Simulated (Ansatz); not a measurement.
**Bands of WS₂**

```xyz
3
Lattice="3.2110 0.0000 0.0000 -1.6055 2.7808 0.0000 0.0000 0.0000 7.0708" Properties=species:S:1:pos:R:3 pbc="T T T"
W     0.0000    0.0000    0.0000
S     0.0000    1.8539    1.5769
S     1.6055    0.9269    5.4940
```

Atoms are numbered in the order listed.

Conventional cell: a = 3.211 Å, b = 3.211 Å, c = 7.071 Å, α = 90.00°, β = 90.00°, γ = 120.00°. W (atom 1) is surrounded by 6 S at 2.43 Å. S (atom 2) has 3 W at 2.43 Å as nearest neighbours.

The structure comes from a relaxation in the same program, started in the CdI2 type, and has space group P-3m1. Whether it is a known phase or the ground state wasn't checked.

Spin–orbit coupling is left out, though it moves levels of the heavy atoms by tenths of an eV or more.

All numbers below come from DFT, PBE, all-electron LAPW, scalar-relativistic in Ansatz 0.2.0.

Sampling and basis: a Γ-centred 11×11×6 k mesh, Fermi–Dirac smearing of 0.05 eV, basis error target 1 meV/atom, no spin polarisation.

Points in fractions of the reciprocal vectors of this cell: Γ (0, 0, 0), M (0.5, 0, 0), K (0.333, 0.333, 0), A (0, 0, 0.5), L (0.5, 0, 0.5), H (0.333, 0.333, 0.5). The path joins them by straight lines in the order Γ–M–K–Γ–A–L–H–A–L; legs that retrace an earlier one aren't tabulated. Energies are in eV from the Fermi level.

Is there a gap?

none: bands cross the Fermi level, a metal.

List the levels between -8 and 5 eV at the symmetry points.


Γ: -7.25, -4.21 (×2), -2.84, -1.17, -0.85 (×2), -0.60 (×2), 3.32 (×2), 4.82
M: -7.57, -5.49, -5.15, -4.34, -3.38, -2.14, -2.02, 1.54, 2.21, 3.73, 3.78, 4.82
K: -6.14, -5.97 (×2), -4.22 (×2), -4.01, 0.72 (×2), 0.78, 3.39 (×2)
A: -6.97, -4.21 (×2), -3.63, -0.86 (×2), -0.61 (×2), -0.59, 3.36 (×2)
L: -7.58, -5.59, -5.15, -4.35, -3.11, -2.29, -1.98, 1.54, 2.23, 3.67, 4.23, 4.29
H: -6.10, -5.96 (×2), -4.20 (×2), -4.10, 0.52 (×2), 0.78, 3.78 (×2)
